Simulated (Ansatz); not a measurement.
# Cold compression of Lu (omega type)

```
CELL_PARAMETERS angstrom
5.43344 0.00000 0.00000
-2.71672 4.70550 0.00000
0.00000 0.00000 3.41151
ATOMIC_POSITIONS crystal
Lu 0.00000 0.00000 0.00000
Lu 0.33333 0.66667 0.50000
Lu 0.66667 0.33333 0.50000
```

The cell comes from a relaxation on PAW files under the same functional, begun from a prototype that needn't be the stable phase.

Its volume is scaled, and at each volume shape and atoms are relaxed on PAW files; all methods then take that cell.

All numbers are PBE results (scalar-relativistic) from Ansatz 0.2.0, with a Γ-centred 7×7×10 k mesh, Fermi–Dirac smearing of 0.1 eV, no spin polarisation. Methods: LAPW: all electrons, basis error target 1 meV/atom; PAW: frozen-core files, cutoff 420 eV; crystal datasets: all electrons, by PAW datasets that the program makes for each cell; norm-conserving: pseudopotentials, cutoff 1361 eV; PAW (partial waves polarizable): frozen-core files, cutoff 420 eV.

Energies are extrapolated to zero smearing and count from the unscaled cell; pressure is positive in compression; gaps take the mesh and a band path. No temperature or zero-point motion is included.

Spin–orbit coupling is left out, which matters for the heavy atoms.

```
V/V0  V (Å³/atom)  P LAPW (GPa)  ΔE LAPW (eV/atom)  P PAW − LAPW (GPa)  ΔE PAW − LAPW (meV/atom)  space group  shortest distance (Å)
1.00        29.07          0.00              0.000               -0.01                       0.0       P6/mmm                  3.137
0.88        25.59          6.88              0.066               -0.01                      -0.1       P6/mmm                      ?
0.78        22.68         16.26              0.266               -0.01                      -0.2       P6/mmm                  2.905
0.68        19.77          31.7              0.683               -0.02                      -0.4       P6/mmm                  2.788
0.43        12.50         161.0              4.216               -0.18                      -3.3       P6/mmm                  2.424
```

(1) Give the missing entry: row "0.88", column "shortest distance (Å)".

(2) Fit the Vinet equation to the LAPW pressures over the whole range, with residuals weighted by 1/(|P| + 0.03·Pmax).

(3) At the smallest volume, how far do crystal datasets and norm-conserving and PAW (partial waves polarizable) lie from LAPW in pressure?

(4) How do the Löwdin populations by LAPW change from the unscaled cell to the last row?

## Answers

(1) 3.012.

(2) V0 = 29.10 Å³/atom, B0 = 39.7 GPa and B0′ = 4.08, and the fit misses no point by more than 1.4 GPa. A fit over so wide a range pins B0 less well than one near rest.

(3) crystal datasets: 0.00 GPa; norm-conserving: -1.47 GPa; PAW (partial waves polarizable): -0.18 GPa, on a LAPW pressure of 161.0 GPa.

(4) Lu 5s 1.95 → 1.84, Lu 6s 0.81 → 0.41, Lu 5p 5.97 → 5.77, Lu 5d 2.22 → 3.08, Lu 4f 13.99 → 13.90 electrons an atom. These are projections on the shells that the free atoms fill; 0.18 e a cell lies outside them at the start and 0.04 e at the end.
